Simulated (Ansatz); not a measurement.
# Ir: the cost of one run

Program: Ansatz 0.2.0. Level of theory: DFT PBE, scalar-relativistic, plane waves, PAW. These are calculated values, not measurements.

### Step 1. The system as given

Symmetry: Fm-3m, No. 225, cubic system. The conventional cell has a = 3.839 Å, b = 3.839 Å, c = 3.839 Å, α = 90.00°, β = 90.00°, γ = 90.00°. Ir (site symmetry m-3m) has 12 Ir at 2.71 Å as nearest neighbours.

As a file:

```
Ir
1.0
     0.00000    1.91970    1.91970
     1.91970    0.00000    1.91970
     1.91970    1.91970    0.00000
Ir
1
Direct
  0.00000 0.00000 0.00000
```

The cell is taken as given, not relaxed at this level.

### Step 2. The reference cell

Reference values: F = -11935.3023 eV; pressure 9.13 GPa; largest force 0.000 eV/Å; gap on the mesh none (metal). It was computed beforehand with the settings of the runs below.

### Step 3. Setting up biaxial against axial strain

The cell is strained by p along both x and y and by q along z, with fractional coordinates fixed.

### Step 4. At p = -0.030, q = -0.030

The input, input.yaml:

```yaml
crystal:
  lattice:
    - [0.0, 1.862109, 1.862109]
    - [1.862109, 0.0, 1.862109]
    - [1.862109, 1.862109, 0.0]
  atoms:
    - { symbol: Ir, position: [0.0, 0.0, 0.0] }
basis:
  ecutwfc: 420
kpoints:
  mp_grid: { grid: [22, 22, 22] }
hamiltonian:
  xc: pbe
scf:
  occupations: { method: gaussian, width: 0.15 }
output:
  forces: true
  stress: true
  eigenvalues: true
  write_density: true
  write_potential: true
  elf: true
  volumetric_format: npy
```

Launch:

```sh
$ ansatz run input.yaml --threads 1 --pin off --max-ram 1228MiB --backend cpu --events-out ev --progress --plain --runs-dir out
```

Q: Estimate wall time and peak memory on 1 thread of an Arm CPU, shared host.

About 4.5 s, with a peak of 0.31 GiB.
